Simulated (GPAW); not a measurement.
Input of a GPAW 26.7.0 run:

Contents of run.py:

```python
from ase import Atoms
from ase.dft.bandgap import bandgap
from ase.io import write
from ase.units import GPa
from gpaw import GPAW, PW

atoms = Atoms(['Te', 'Te', 'Te', 'Te', 'Mo', 'Mo'],
              cell=[[3.5182, 0.0, 0.0],
                    [-1.7591, 3.0468505756, 0.0],
                    [0.0, 0.0, 13.9736]],
              scaled_positions=[[0.6666666667, 0.3333333333, 0.379],
                                [0.3333333333, 0.6666666667, 0.879],
                                [0.6666666667, 0.3333333333, 0.121],
                                [0.3333333333, 0.6666666667, 0.621],
                                [0.6666666667, 0.3333333333, 0.75],
                                [0.3333333333, 0.6666666667, 0.25]],
              pbc=True)

calc = GPAW(mode=PW(450),
            xc='RPBE',
            kpts={'size': (7, 7, 2), 'gamma': True},
            occupations={'name': 'fermi-dirac', 'width': 0.05},
            setups={'Mo': '6:d,3.5', 'Te': '16'},
            nbands=-20,
            convergence={'density': 1e-05, 'energy': 1e-05},
            maxiter=80,
            txt='gpaw.txt')
atoms.calc = calc
energy = atoms.get_potential_energy()
forces = atoms.get_forces()
stress = atoms.get_stress()
calc.write('gs.gpw')
write('result.traj', atoms)
print(f'Energy: {energy:.6f} eV')
print('Forces (eV/A):')
print(forces.round(4))
print('Stress (GPa):', (stress / GPa).round(3))
print('Fermi level:', round(calc.get_fermi_level(), 4), 'eV')
print(f'Gap: {bandgap(calc)[0]:.4f} eV, direct: {bandgap(calc, direct=True)[0]:.4f} eV')
```

Potentials or basis: the program's PAW data sets (release 1.2.1) made for this functional, other valence, pw.

Launch:

```sh
$ OMP_NUM_THREADS=1 python run.py
```

What does it give for the band gap on the k mesh?

0.81 eV, indirect (least direct gap 1.26 eV).

Predict the pressure.

4.7 GPa.

Stress tensor (GPa, compression positive):
```
4.39 0.00 0.00
0.00 4.39 0.00
0.00 0.00 5.24
```

Caveat: the cutoff is short for stress and forces, so pressures can be off by a GPa or more; spin-orbit coupling is left out, which moves the levels of the heavy elements; an odd mesh through Γ misses points on the zone boundary, where band edges often lie; this functional lacks dispersion, which binds the layers, so the pressure and a relaxed spacing across them are unreliable; the U is typed as a test and isn't derived for this compound.

The gap isn't set beside the measured one, since this odd mesh misses points on the zone boundary.
